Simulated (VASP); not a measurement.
Crystal: TaN.

```
CELL_PARAMETERS angstrom
2.92177 0.00000 0.00000
-1.46088 2.53033 0.00000
0.00000 0.00000 5.91652
ATOMIC_POSITIONS crystal
Ta 0.00000 0.00000 0.50000
Ta 0.00000 0.00000 0.00000
N 0.33333 0.66667 0.25000
N 0.66667 0.33333 0.75000
```

The cell comes from a database or a generator and needn't be the stable form of this composition.

Base run:

| Item | Value |
| --- | --- |
| Program | VASP 6.6.1 |
| Functional | PBEsol |
| Potentials or basis | VASP PAW PBE potentials, release 64 (Ta_pv, N) |
| Cutoff | 520 eV |
| k mesh | 7 × 7 × 4 |
| Occupations | fermi-dirac, width 0.05 eV |
| Spin | no spin polarisation |
| Hubbard terms | Ta d U = 3 eV |

Its results: band gap on the k mesh none (metal or under the smearing width); pressure -0.5 GPa.

Problem. The run is repeated on the same cell with these changes: hubbard terms from Ta d U = 3 eV to Ta d U = 8 eV. What comes out?

Solution. Band gap on the k mesh none (metal or under the smearing width); pressure 16.5 GPa.

Caveats: the PAW data sets were made with another functional, which shifts forces and pressure a little; U without spin polarisation on a metal has little footing.
